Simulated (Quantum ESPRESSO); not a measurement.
## KBr: dielectric tensor with PBEsol

**What was measured.**

From a printed reference work, monograph, for a bulk crystal of KBr: high-frequency dielectric constant 2.36.

The system is KBr.

```xyz
2
Lattice="0.0000 3.3000 3.3000 3.3000 0.0000 3.3000 3.3000 3.3000 0.0000" Properties=species:S:1:pos:R:3 pbc="T T T"
Br    3.3000    3.3000    3.3000
K     0.0000    0.0000    0.0000
```

| Quantity | Value |
| --- | --- |
| Program | Quantum ESPRESSO 7.5 |
| Task | dielectric tensor |
| Functional | PBEsol |
| Potentials or basis | PseudoDojo 0.4.1 SR PBEsol standard |
| Cutoff | 1007 eV |
| Density cutoff | 4027 eV |
| k mesh | 6 × 6 × 6, shifted |
| Occupations | fermi-dirac, width 0.05 eV |
| Spin | no spin polarisation |
| Mixing beta | 0.5 |
| Most SCF iterations | 120 |
| SCF threshold | 4e-10 Ry |

```yaml
Pressure: -0.3 GPa
Electronic_dielectric_tensor_diagonal: 2.59
Born_charges_mean_of_the_diagonal: Br -1.13; K +1.13 e
```

Levels at points of the mesh, in eV from the valence-band top:
| k point | band 4 | band 5 | band 6 | band 7 | band 8 | band 9 | band 10 | band 11 | band 12 | band 13 |
| --- | --- | --- | --- | --- | --- | --- | --- | --- | --- | --- |
| (0.08, 0.08, 0.08) | -11.13 | -11.11 | -0.08 | 0.00 | 0.00 | 4.49 | 7.50 | 7.64 | 7.64 | 8.49 |

Electronic dielectric tensor:
```
2.59 0.00 0.00
0.00 2.59 0.00
0.00 0.00 2.59
```

Born effective charge tensors (e):
atom 1, Br
```
-1.13  0.00  0.00
 0.00 -1.13  0.00
 0.00  0.00 -1.13
```
atom 2, K
```
1.13 0.00 0.00
0.00 1.13 0.00
0.00 0.00 1.13
```

It took 5 min on 1 thread of Arm Neoverse V2, on a shared host, peak memory 0.11 GiB.

Against the measured high-frequency dielectric constant of KBr, 2.36 (a printed reference work, monograph), the calculated 2.59 is off by +9.7 %.
